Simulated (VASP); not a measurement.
Input of a VASP 6.6.1 run:

The input INCAR:

```
SYSTEM = TaC
PREC = Accurate
ENCUT = 400
EDIFF = 1E-7
ISMEAR = 0
SIGMA = 0.1
LREAL = .FALSE.
LASPH = .TRUE.
NELM = 60
ALGO = Normal
ISIF = 2
LWAVE = .FALSE.
LCHARG = .FALSE.
GGA = PE
```

KPOINTS

```
Automatic mesh
0
G
  12 12 12
  0 0 0
```

The input POSCAR:

```
TaC
1.0
    0.0000000000      2.2230000000      2.2230000000
    2.2230000000      0.0000000000      2.2230000000
    2.2230000000      2.2230000000      0.0000000000
Ta C
1 1
Direct
    0.0000000000      0.0000000000      0.0000000000
    0.5000000000      0.5000000000      0.5000000000
```

Potentials or basis: VASP PAW PBE potentials, release 64 (Ta_pv, C).

Launch:

```bash
$ cat potpaw_PBE.64/Ta_pv/POTCAR potpaw_PBE.64/C/POTCAR > POTCAR
$ mpirun -np 1 vasp_std > vasp.out
```

**Question.** Estimate the band gap on the k mesh.

**Answer.** None (metal or under the smearing width).

 Spin-orbit coupling is left out, which matters for the levels of Ta.
